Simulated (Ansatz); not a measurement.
Input and output for In (sc type): DFT, PBE, all-electron LAPW, scalar-relativistic (Ansatz 0.2.0).

The cell comes from a relaxation on PAW files under the same functional, begun from a prototype that needn't be the stable phase.

Command: `ansatz run input.yaml --threads 1 --pin off --max-ram 2048MiB --backend cpu --events-out ev --progress --plain --runs-dir out` It took 8.1 s on 1 thread of Arm Neoverse V2 (shared host), peak memory 0.27 GiB.

```yaml
crystal:
  lattice:
    - [3.0885281575, 0.0, 0.0]
    - [0.0, 3.0885281575, 0.0]
    - [0.0, 0.0, 3.0885281575]
  atoms:
    - { symbol: In, position: [0.0, 0.0, 0.0] }
kpoints:
  mp_grid: { grid: [12, 12, 12] }
  band_path:
    path:
      - [0.0, 0.0, 0.0]
      - [0.0, 0.5, 0.0]
      - [0.5, 0.5, 0.0]
      - [0.0, 0.0, 0.0]
      - [0.5, 0.5, 0.5]
      - [0.0, 0.5, 0.0]
      - [0.5, 0.5, 0.5]
      - [0.5, 0.5, 0.0]
    npoints: 14
scf:
  occupations: { method: fermi_dirac, width: 0.05 }
hamiltonian:
  xc: pbe
  pseudopotentials: { kind: all_electron, lapw: { basis_error: 0.001 } }
output:
  forces: true
  stress: true
  eigenvalues: true
  populations: true
  dos: { projected: true, de: 0.2, e_range: [-14, 8] }
```

Output:

```
In: projections on atomic orbitals take those of the free atom 1s2 2s2 2p6 3s2 3p6 3d10 4s2 4p6 4d10 5s2 5p1, of charge +0.00 (hamiltonian.pseudopotentials.projection_atoms)
LAPW: plane waves up to 7.308 Å⁻¹, error target 1.0e-3 eV per atom; small_component_spin mean_spin; In in spheres of 1.544 Å, 21 of its electrons in bands, Dirac shells [] (how accurate: hamiltonian.pseudopotentials.lapw.basis_error, Limitations)
Engine: ansatz 0.2.0
Pseudopotentials: kind: all_electron
Pseudopotential: In, LAPW, valence charge 21, lapw/all_electron/scalar/gaussian/In, Koelling and Harmon's equation, gaussian nucleus
Functional definition: PBE
  parameter kappa = 0.804
  parameter beta = 0.06672455060314922
  exchange = pbe_x(kappa = kappa, mu = beta*pi^2/3)
  correlation = pbe_c(beta = beta)
Crystal: 1 atoms, lattice volume = 29.461 Å³
Basis set: ecut = 203.49210123180407 eV, 179 PW (Γ), exchange–correlation at level 2
Bands: 15, of which v1, the nominal top of the filled ones, is band 11 counted from 1 (10 counted from 0)
Symmetry: 48 space group operations
Space group: Pm-3m (ITA 221), of the structure as read, at distance tolerance 3.1e-5 Å
k-points: 84 of 1728
Non-local potential: In, projectors of the file, none
Initial density: superposition of atomic densities (chi_scale 0.1, normalization cell)
Initial wavefunctions: plane waves of lowest kinetic energy (no species holds an atomic orbital)
Functional: x = pbe(κ = 0.804, μ = 0.2195149727645171), c = pbe(β = 0.06672455060314922)
iter 1 solved again at ethr=3.92e-5 eV; its pass at ethr=1.00e-1 eV (dr2=8.24e-3 eV) is discarded
SCF iter   1: F=—  HF=-160045.900902 eV  |F-HF|=—  |Δ(HF+E_count)|=         —  Δρ=6.50e-3  dr2=8.27e-3  ethr=3.92e-5  ⟨swp⟩=3.4  Hψ=9086  notcnv=0
preconditioner: auto → none  [metal: Δε(μ)=0.074 eV  Ē_g=19.077 eV  σ=0.050 eV  W_gap=0.32  n_scr=6 (ndim 8)  ℏωp=24.7 eV  f_vac=0.008  D(μ)=0.35/eV (n_scr^D=0)  sad-step TF]
SCF iter   2: F=—  HF=-160045.878409 eV  |F-HF|=—  |Δ(HF+E_count)|=   2.25e-2  Δρ=3.65e-3  dr2=2.61e-3  ethr=3.92e-5  ⟨swp⟩=2.4  Hψ=3911  notcnv=0
SCF iter   3: F=—  HF=-160045.878099 eV  |F-HF|=—  |Δ(HF+E_count)|=   3.09e-4  Δρ=1.83e-3  dr2=6.29e-4  ethr=1.24e-5  ⟨swp⟩=2.1  Hψ=3556  notcnv=0
iter 4 solved again at ethr=7.64e-8 eV; its pass at ethr=3.00e-6 eV (dr2=1.60e-5 eV) is discarded
SCF iter   4: F=—  HF=-160045.878491 eV  |F-HF|=—  |Δ(HF+E_count)|=   3.91e-4  Δρ=2.72e-4  dr2=1.60e-5  ethr=7.64e-8  ⟨swp⟩=2.0  Hψ=6208  notcnv=0
SCF iter   5: F=-160045.878509 eV  HF=-160045.878509 eV  |F-HF|=8.51e-8  |Δ(HF+E_count)|=   1.79e-5  Δρ=1.64e-5  dr2=7.49e-8  ethr=7.63e-8  ⟨swp⟩=3.0  Hψ=3673  notcnv=0
SCF 1 converged in 5 iterations: F = -160045.878509 eV  dr2 = 7.49e-8
the search or the solves at the SCF's close seem to have found levels that the self-consistency loop had missed (the run counts 1). By its estimate they hold under 1e-12 electrons; where the run keeps them, the occupations were computed again with them
NSCF: frozen V_eff on 99 k-points
SCF converged after 5 iterations
Free energy (F): -160045.878509 eV
Harris-Foulkes:  -160045.878509 eV  (|F-HF|=8.51e-8)
Internal energy: -160045.874997 eV  (E = F + TS)
E sigma→0 (E₀):  -160045.876753 eV
Entropy (-TS):   -0.003512 eV (-3.512 meV/atom)
Fermi energy:    11.412757 eV
--- Per-component energies (eV) ---
  E_band       = -589.780969
  E_kinetic    = 167986.907626
  E_xc         = -4352.574482
  E_electrostatic = -323680.208141  (all electrons and nuclei)
  E_smearing   = -0.003512  (= −TS)
  E_closure    = 0.000000  (closes the sum)
  E_atoms      = -160043.426162  (free atoms, spherical and without spin; not in F)
  Σ components = -160045.878509   (vs F -160045.878509, Δ=0.00e0)
  Basis errors (estimates in eV, not in F): energy 3.2e-4 per atom: plane waves 3.1e-4 (1.7e-4 summed), levels above the bands 1.8e-64, relativity 4.6e-8, radial functions 2.2e-6, core shells 6.2e-9; eigenvalues (radial functions only) 3.3e-6; not estimated: angular momenta, meshes, grids; target (lapw.basis_error) 1.0e-3; muffin-tin radii In 1.544 Å
--- Forces (eV/Å), atoms counted from 1 ---
  atom   1  In     0.00000000     0.00000000     0.00000000
  max |Σ_I F_I| component: 4.88e-33 eV/Å
--- Stress (GPa, compression-positive) ---
        0.008786      -0.000000       0.000000
       -0.000000       0.008786       0.000000
        0.000000       0.000000       0.008786
  P = ⅓ Tr σ = 0.0088 GPa (0.088 kbar)
--- Band table (eV; the first three rows and the last of 84) ---
  k-point 0: bands = ["-103.9887", "-62.4606", "-62.4606", "-62.4606", "-3.4766", "-3.4766", "-2.8243", "-2.8243", "-2.8243", "2.6120", "18.5427", "18.5427", "18.5427", "21.6916", "21.6916"]
  k-point 1: bands = ["-103.9887", "-62.4614", "-62.4605", "-62.4605", "-3.4738", "-3.4453", "-2.8365", "-2.8365", "-2.8233", "2.7259", "17.1404", "18.6729", "18.6729", "21.7626", "22.2956"]
  k-point 2: bands = ["-103.9886", "-62.4636", "-62.4604", "-62.4604", "-3.4663", "-3.3602", "-2.8696", "-2.8696", "-2.8205", "3.0701", "14.9297", "19.0535", "19.0535", "21.9766", "22.5867"]
  k-point 83: bands = ["-103.9870", "-62.4709", "-62.4709", "-62.4709", "-3.2311", "-3.2311", "-3.2311", "-2.6233", "-2.6233", "13.4811", "13.4811", "13.4811", "13.9048", "18.5121", "18.5121"]
--- Löwdin populations: 1 site ---
  site symbol       q [e]
     0     In     48.9901
  spilling = 0.000203 (of n_electrons = 49.000000)
```

populations.tsv:

```
# site	symbol	l	j	q
# orbitals = lowdin
# n_electrons = 49.000000
# spilling = 0.000203
# projection_atom_In: 1s2 2s2 2p6 3s2 3p6 3d10 4s2 4p6 4d10 5s2 5p1
0	In	0_1S	-	1.999998
0	In	0_2S	-	1.999915
0	In	0_3S	-	1.998699
0	In	0_4S	-	1.982209
0	In	0_5S	-	1.277504
0	In	1_2P	-	6.000000
0	In	1_3P	-	5.999937
0	In	1_4P	-	5.992470
0	In	1_5P	-	1.756390
0	In	2_3D	-	9.999999
0	In	2_4D	-	9.982940
```

Next run (volume at 0.88 of the series' base cell), as changes to the input before:

```diff
   lattice:
-    - [3.0885281575, 0.0, 0.0]
-    - [0.0, 3.0885281575, 0.0]
-    - [0.0, 0.0, 3.0885281575]
+    - [2.9596870286, 0.0, 0.0]
+    - [0.0, 2.9596870286, 0.0]
+    - [0.0, 0.0, 2.9596870286]
   atoms:
   mp_grid: { grid: [12, 12, 12] }
-  band_path:
-    path:
-      - [0.0, 0.0, 0.0]
-      - [0.0, 0.5, 0.0]
-      - [0.5, 0.5, 0.0]
-      - [0.0, 0.0, 0.0]
-      - [0.5, 0.5, 0.5]
-      - [0.0, 0.5, 0.0]
-      - [0.5, 0.5, 0.5]
-      - [0.5, 0.5, 0.0]
-    npoints: 14
 scf:
   populations: true
-  dos: { projected: true, de: 0.2, e_range: [-14, 8] }
```

Results part of the output:

```
SCF 1 converged in 5 iterations: F = -160045.823981 eV  dr2 = 7.50e-8
SCF converged after 5 iterations
Free energy (F): -160045.823981 eV
Harris-Foulkes:  -160045.823981 eV  (|F-HF|=7.30e-8)
Internal energy: -160045.821077 eV  (E = F + TS)
E sigma→0 (E₀):  -160045.822529 eV
Entropy (-TS):   -0.002905 eV (-2.905 meV/atom)
Fermi energy:    13.462610 eV
--- Per-component energies (eV) ---
  E_band       = -548.538636
  E_kinetic    = 167989.579354
  E_xc         = -4353.344279
  E_electrostatic = -323682.056152  (all electrons and nuclei)
  E_smearing   = -0.002905  (= −TS)
  E_closure    = 0.000000  (closes the sum)
  E_atoms      = -160043.426162  (free atoms, spherical and without spin; not in F)
  Σ components = -160045.823981   (vs F -160045.823981, Δ=0.00e0)
  Basis errors (estimates in eV, not in F): energy 3.2e-4 per atom: plane waves 3.1e-4 (1.7e-4 summed), levels above the bands 1.0e-67, relativity 5.6e-8, radial functions 2.9e-6, core shells 2.4e-8; eigenvalues (radial functions only) 3.4e-6; not estimated: angular momenta, meshes, grids; target (lapw.basis_error) 1.0e-3; muffin-tin radii In 1.480 Å
--- Forces (eV/Å), atoms counted from 1 ---
  atom   1  In    -0.00000000     0.00000000     0.00000000
  max |Σ_I F_I| component: 8.35e-34 eV/Å
--- Stress (GPa, compression-positive) ---
        5.758484      -0.000000      -0.000000
       -0.000000       5.758484       0.000000
       -0.000000       0.000000       5.758484
  P = ⅓ Tr σ = 5.7585 GPa (57.585 kbar)
--- Band table (eV; the first three rows and the last of 84) ---
  k-point 0: bands = ["-101.9869", "-60.4547", "-60.4547", "-60.4547", "-1.6583", "-1.6583", "-0.7590", "-0.7590", "-0.7590", "3.8893", "21.2626", "21.2626", "21.2626", "24.5963", "24.5963"]
  k-point 1: bands = ["-101.9868", "-60.4562", "-60.4546", "-60.4546", "-1.6542", "-1.6169", "-0.7761", "-0.7761", "-0.7576", "4.0160", "19.7437", "21.4128", "21.4128", "24.6607", "25.3160"]
  k-point 2: bands = ["-101.9866", "-60.4602", "-60.4543", "-60.4543", "-1.6431", "-1.5048", "-0.8227", "-0.8227", "-0.7536", "4.4008", "17.3413", "21.8518", "21.8518", "24.8550", "25.6486"]
  k-point 83: bands = ["-101.9833", "-60.4733", "-60.4733", "-60.4733", "-1.3369", "-1.3369", "-1.3369", "-0.4893", "-0.4893", "15.7650", "15.7650", "15.7650", "17.3495", "20.9714", "20.9933"]
--- Löwdin populations: 1 site ---
  site symbol       q [e]
     0     In     48.9896
  spilling = 0.000212 (of n_electrons = 49.000000)
```

Next run (volume at 0.78 of the series' base cell), as changes to the input before:

```diff
   lattice:
-    - [2.9596870286, 0.0, 0.0]
-    - [0.0, 2.9596870286, 0.0]
-    - [0.0, 0.0, 2.9596870286]
+    - [2.8430408464, 0.0, 0.0]
+    - [0.0, 2.8430408464, 0.0]
+    - [0.0, 0.0, 2.8430408464]
   atoms:
```

Command: `ansatz run input.yaml --threads 1 --pin off --max-ram 2048MiB --backend cpu --events-out ev --progress --plain --runs-dir out` It took 5.9 s on 1 thread of Arm Neoverse V2 (shared host), peak memory 0.27 GiB.

Results part of the output:

```
SCF 1 converged in 5 iterations: F = -160045.639725 eV  dr2 = 9.32e-8
SCF converged after 5 iterations
Free energy (F): -160045.639725 eV
Harris-Foulkes:  -160045.639725 eV  (|F-HF|=9.37e-8)
Internal energy: -160045.636032 eV  (E = F + TS)
E sigma→0 (E₀):  -160045.637879 eV
Entropy (-TS):   -0.003693 eV (-3.693 meV/atom)
Fermi energy:    15.670611 eV
--- Per-component energies (eV) ---
  E_band       = -505.179365
  E_kinetic    = 167993.111621
  E_xc         = -4354.204257
  E_electrostatic = -323684.543397  (all electrons and nuclei)
  E_smearing   = -0.003693  (= −TS)
  E_closure    = 0.000000  (closes the sum)
  E_atoms      = -160043.426162  (free atoms, spherical and without spin; not in F)
  Σ components = -160045.639725   (vs F -160045.639725, Δ=0.00e0)
  Basis errors (estimates in eV, not in F): energy 3.2e-4 per atom: plane waves 3.2e-4 (1.7e-4 summed), levels above the bands 1.4e-71, relativity 6.9e-8, radial functions 4.8e-6, core shells 8.5e-8; eigenvalues (radial functions only) 6.1e-6; not estimated: angular momenta, meshes, grids; target (lapw.basis_error) 1.0e-3; muffin-tin radii In 1.422 Å
--- Forces (eV/Å), atoms counted from 1 ---
  atom   1  In    -0.00000000    -0.00000000     0.00000000
  max |Σ_I F_I| component: 1.03e-33 eV/Å
--- Stress (GPa, compression-positive) ---
       15.272277      -0.000000       0.000000
       -0.000000      15.272277       0.000000
        0.000000       0.000000      15.272277
  P = ⅓ Tr σ = 15.2723 GPa (152.723 kbar)
--- Band table (eV; the first three rows and the last of 84) ---
  k-point 0: bands = ["-99.8834", "-58.3450", "-58.3450", "-58.3450", "0.2212", "0.2212", "1.4233", "1.4233", "1.4233", "5.2619", "24.1101", "24.1101", "24.1101", "27.6935", "27.6935"]
  k-point 1: bands = ["-99.8832", "-58.3476", "-58.3449", "-58.3449", "0.2269", "0.2743", "1.3998", "1.3998", "1.4252", "5.4018", "22.4918", "24.2816", "24.2816", "27.7449", "28.4900"]
  k-point 2: bands = ["-99.8828", "-58.3545", "-58.3444", "-58.3444", "0.2427", "0.4173", "1.3362", "1.3362", "1.4306", "5.8286", "19.9092", "24.7822", "24.7822", "27.8991", "28.8511"]
  k-point 83: bands = ["-99.8764", "-58.3769", "-58.3769", "-58.3769", "0.6283", "0.6283", "0.6283", "1.7756", "1.7756", "18.2151", "18.2151", "18.2151", "21.0731", "23.1484", "23.6505"]
--- Löwdin populations: 1 site ---
  site symbol       q [e]
     0     In     48.9891
  spilling = 0.000223 (of n_electrons = 49.000000)
```

Next run (volume at 0.68 of the series' base cell), as changes to the input before:

```diff
   lattice:
-    - [2.8430408464, 0.0, 0.0]
-    - [0.0, 2.8430408464, 0.0]
-    - [0.0, 0.0, 2.8430408464]
+    - [2.7159464493, 0.0, 0.0]
+    - [0.0, 2.7159464493, 0.0]
+    - [0.0, 0.0, 2.7159464493]
   atoms:
   mp_grid: { grid: [12, 12, 12] }
+  band_path:
+    path:
+      - [0.0, 0.0, 0.0]
+      - [0.0, 0.5, 0.0]
+      - [0.5, 0.5, 0.0]
+      - [0.0, 0.0, 0.0]
+      - [0.5, 0.5, 0.5]
+      - [0.0, 0.5, 0.0]
+      - [0.5, 0.5, 0.5]
+      - [0.5, 0.5, 0.0]
+    npoints: 8
 scf:
   populations: true
+  dos: { projected: true, de: 0.2, e_range: [-14, 8] }
```

Command: `ansatz run input.yaml --threads 1 --pin off --max-ram 2048MiB --backend cpu --events-out ev --progress --plain --runs-dir out` It took 7.9 s on 1 thread of Arm Neoverse V2, with other jobs on the host, peak memory 0.28 GiB.

Results part of the output:

```
SCF 1 converged in 6 iterations: F = -160045.210569 eV  dr2 = 3.64e-10
NSCF: frozen V_eff on 57 k-points
SCF converged after 6 iterations
Free energy (F): -160045.210569 eV
Harris-Foulkes:  -160045.210569 eV  (|F-HF|=3.78e-10)
Internal energy: -160045.205664 eV  (E = F + TS)
E sigma→0 (E₀):  -160045.208116 eV
Entropy (-TS):   -0.004906 eV (-4.906 meV/atom)
Fermi energy:    18.565140 eV
--- Per-component energies (eV) ---
  E_band       = -450.185941
  E_kinetic    = 167998.524178
  E_xc         = -4355.360113
  E_electrostatic = -323688.369729  (all electrons and nuclei)
  E_smearing   = -0.004906  (= −TS)
  E_closure    = 0.000000  (closes the sum)
  E_atoms      = -160043.426162  (free atoms, spherical and without spin; not in F)
  Σ components = -160045.210569   (vs F -160045.210569, Δ=0.00e0)
  Basis errors (estimates in eV, not in F): energy 3.3e-4 per atom: plane waves 3.2e-4 (1.7e-4 summed), levels above the bands 2.3e-76, relativity 3.6e-8, radial functions 5.4e-6, core shells 3.3e-7; eigenvalues (radial functions only) 6.0e-6; not estimated: angular momenta, meshes, grids; target (lapw.basis_error) 1.0e-3; muffin-tin radii In 1.358 Å
--- Forces (eV/Å), atoms counted from 1 ---
  atom   1  In     0.00000000    -0.00000000     0.00000000
  max |Σ_I F_I| component: 3.21e-33 eV/Å
--- Stress (GPa, compression-positive) ---
       33.233699       0.000000       0.000000
        0.000000      33.233699      -0.000000
        0.000000      -0.000000      33.233699
  P = ⅓ Tr σ = 33.2337 GPa (332.337 kbar)
--- Band table (eV; the first three rows and the last of 84) ---
  k-point 0: bands = ["-97.2196", "-55.6691", "-55.6691", "-55.6691", "2.5596", "2.5596", "4.2068", "4.2068", "4.2068", "7.0502", "27.7110", "27.7110", "27.7110", "31.6833", "31.6833"]
  k-point 1: bands = ["-97.2193", "-55.6737", "-55.6688", "-55.6688", "2.5679", "2.6290", "4.1737", "4.1737", "4.2096", "7.2066", "25.9972", "27.9100", "27.9100", "31.7068", "32.5311"]
  k-point 2: bands = ["-97.2184", "-55.6864", "-55.6678", "-55.6678", "2.5907", "2.8143", "4.0842", "4.0842", "4.2172", "7.6870", "23.2144", "28.4895", "28.4895", "31.7763", "32.9042"]
  k-point 83: bands = ["-97.2050", "-55.7264", "-55.7264", "-55.7264", "3.0814", "3.0814", "3.0814", "4.6790", "4.6790", "21.3972", "21.3972", "21.3972", "25.8855", "25.9440", "27.0967"]
--- Löwdin populations: 1 site ---
  site symbol       q [e]
     0     In     48.9882
  spilling = 0.000241 (of n_electrons = 49.000000)
```

Next run (volume at 0.58 of the series' base cell), as changes to the input before:

```diff
   lattice:
-    - [2.7159464493, 0.0, 0.0]
-    - [0.0, 2.7159464493, 0.0]
-    - [0.0, 0.0, 2.7159464493]
+    - [2.5756937824, 0.0, 0.0]
+    - [0.0, 2.5756937824, 0.0]
+    - [0.0, 0.0, 2.5756937824]
   atoms:
   mp_grid: { grid: [12, 12, 12] }
-  band_path:
-    path:
-      - [0.0, 0.0, 0.0]
-      - [0.0, 0.5, 0.0]
-      - [0.5, 0.5, 0.0]
-      - [0.0, 0.0, 0.0]
-      - [0.5, 0.5, 0.5]
-      - [0.0, 0.5, 0.0]
-      - [0.5, 0.5, 0.5]
-      - [0.5, 0.5, 0.0]
-    npoints: 8
 scf:
   populations: true
-  dos: { projected: true, de: 0.2, e_range: [-14, 8] }
```

Command: `ansatz run input.yaml --threads 1 --pin off --max-ram 2048MiB --backend cpu --events-out ev --progress --plain --runs-dir out` It took 7 s on 1 thread of Arm Neoverse V2, with other jobs on the host, peak memory 0.29 GiB.

Results part of the output:

```
SCF 1 converged in 6 iterations: F = -160044.297180 eV  dr2 = 1.12e-9
SCF converged after 6 iterations
Free energy (F): -160044.297180 eV
Harris-Foulkes:  -160044.297179 eV  (|F-HF|=2.39e-9)
Internal energy: -160044.293814 eV  (E = F + TS)
E sigma→0 (E₀):  -160044.295497 eV
Entropy (-TS):   -0.003365 eV (-3.365 meV/atom)
Fermi energy:    22.538999 eV
--- Per-component energies (eV) ---
  E_band       = -377.432628
  E_kinetic    = 168007.861248
  E_xc         = -4357.038466
  E_electrostatic = -323695.116596  (all electrons and nuclei)
  E_smearing   = -0.003365  (= −TS)
  E_closure    = 0.000000  (closes the sum)
  E_atoms      = -160043.426162  (free atoms, spherical and without spin; not in F)
  Σ components = -160044.297180   (vs F -160044.297180, Δ=0.00e0)
  Basis errors (estimates in eV, not in F): energy 3.2e-4 per atom: plane waves 3.1e-4 (1.6e-4 summed), levels above the bands 1.1e-82, relativity 5.5e-8, radial functions 8.4e-6, core shells 1.5e-6; eigenvalues (radial functions only) 6.1e-6; not estimated: angular momenta, meshes, grids; target (lapw.basis_error) 1.0e-3; muffin-tin radii In 1.288 Å
--- Forces (eV/Å), atoms counted from 1 ---
  atom   1  In     0.00000000     0.00000000     0.00000000
  max |Σ_I F_I| component: 7.70e-34 eV/Å
--- Stress (GPa, compression-positive) ---
       70.915707       0.000000       0.000000
        0.000000      70.915707       0.000000
        0.000000       0.000000      70.915707
  P = ⅓ Tr σ = 70.9157 GPa (709.157 kbar)
--- Band table (eV; the first three rows and the last of 84) ---
  k-point 0: bands = ["-93.6979", "-52.1224", "-52.1224", "-52.1224", "5.5855", "5.5855", "7.9155", "7.9155", "7.9155", "9.4833", "32.4219", "32.4219", "32.4219", "37.0153", "37.0153"]
  k-point 1: bands = ["-93.6972", "-52.1314", "-52.1217", "-52.1217", "5.5979", "5.6785", "7.8668", "7.8668", "7.9196", "9.6615", "30.6262", "32.6581", "32.6581", "36.9770", "37.8743"]
  k-point 2: bands = ["-93.6951", "-52.1558", "-52.1199", "-52.1199", "5.6320", "5.9231", "7.7358", "7.7358", "7.9307", "10.2138", "27.6265", "33.3428", "33.3428", "36.8655", "38.2250"]
  k-point 83: bands = ["-93.6653", "-52.2314", "-52.2314", "-52.2314", "6.2617", "6.2617", "6.2617", "8.5709", "8.5709", "25.7039", "25.7039", "25.7039", "29.4379", "31.7487", "31.7487"]
--- Löwdin populations: 1 site ---
  site symbol       q [e]
     0     In     48.9867
  spilling = 0.000271 (of n_electrons = 49.000000)
```
